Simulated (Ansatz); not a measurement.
## What strain does to KI (rocksalt)

KI in the rocksalt structure, relaxed with r2SCAN in the plane-wave code Ansatz. Space group Fm-3m (No. 225), cubic; conventional cell a = 7.089 Å, 44.52 Å³ an atom. K has 6 I at 3.54 Å; I has 6 K at 3.54 Å.

The axes x, y and z are those of this cell:
```
CELL_PARAMETERS angstrom
0.00000 3.54428 3.54428
3.54428 0.00000 3.54428
3.54428 3.54428 0.00000
ATOMIC_POSITIONS crystal
K 0.00000 0.00000 0.00000
I 0.50000 0.50000 0.50000
```

Unstrained: PBE gives a direct gap of 3.944 eV at Γ. With r2SCAN the gap is 4.586 eV and direct, at Γ. The HSE06 gap is direct at Γ: 4.941 eV. Meshes: PBE 6×6×6, r2SCAN 6×6×6, HSE06 4×4×4. Strains are changes of length per length. After each strain the atoms were relaxed again with r2SCAN within the symmetry that the strain leaves, so tilts or polar shifts that break it weren't tested; points keep the names that they have in the unstrained zone. Calculated for a static, non-magnetic cell.

Changes of the least gap in eV (an overlap counts as a negative gap):

| strain | volume change (%) | space group | PBE | r2SCAN | HSE06 | G0W0@PBE (mesh) | energy rise, r2SCAN (meV/atom) |
| --- | --- | --- | --- | --- | --- | --- | --- |
| isotropic -4.0 % on every length | -11.5 | Fm-3m | +0.307 | +0.342 | +0.334 | +0.24 | 30.0 |
| uniaxial -2.0 % along x | -2.0 | I4/mmm | +0.043 | +0.046 | +0.048 | +0.03 | 2.0 |
| uniaxial -1.5 % along z | -1.5 | I4/mmm | +0.033 | +0.035 | +0.036 | +0.02 | 1.1 |
| epitaxial -1.5 % in the xy plane, free normal strain +0.40 % | -2.6 | I4/mmm | +0.059 | +0.064 | +0.065 | +0.05 | 2.4 |
| epitaxial +1.0 % in the plane normal to [111], free normal strain -1.00 % | +1.0 | R-3m | -0.057 | -0.061 | -0.061 | -0.06 | 0.4 |

Unstrained, G0W0@PBE with 371 empty bands, a screening cutoff of 150 eV and a 4×4×4 mesh gives 6.10 eV on its mesh; the band count follows the volume. No extrapolation in bands, cutoff or mesh was made for G0W0.

Isotropic -4.0 % on every length. HSE06: the gap goes from 4.941 to 5.275 eV (+0.334 eV). Stress change with r2SCAN, compression positive: xx +2.07, yy +2.07, zz +2.07 GPa. For HSE06, dE_g/d ln V = -2.7 eV over this step.

Uniaxial -2.0 % along x, other directions held. HSE06: the gap goes from 4.941 to 4.989 eV (+0.048 eV). Stress change with r2SCAN, compression positive: xx +0.71, yy +0.07, zz +0.07 GPa.

Uniaxial -1.5 % along z, other directions held. HSE06: the gap goes from 4.941 to 4.977 eV (+0.036 eV). Stress change with r2SCAN, compression positive: xx +0.05, yy +0.05, zz +0.51 GPa.

Epitaxial -1.5 % in the xy plane, free normal strain +0.40 %. HSE06: the gap goes from 4.941 to 5.006 eV (+0.065 eV). Stress change with r2SCAN, compression positive: xx +0.56, yy +0.56, zz -0.02 GPa.

Epitaxial +1.0 % in the plane normal to [111], free normal strain -1.00 %. HSE06: the gap goes from 4.941 to 4.880 eV (-0.061 eV); with r2SCAN the top three valence levels at Γ, degenerate before, become 1+2 from the top over 51 meV. Stress change with r2SCAN, compression positive: xx -0.12, yy -0.12, zz -0.12, xy +0.05, xz +0.05, yz +0.05 GPa.

No spin-orbit coupling is included; it can move band edges with weight on the heavy atoms by tenths of an eV.

The meshes of the hybrids are coarse, so their gaps aren't converged to the digits shown.

The splittings at Γ are without spin-orbit coupling, which exceeds them in such compounds, regroups them and changes the shifts of the gap.
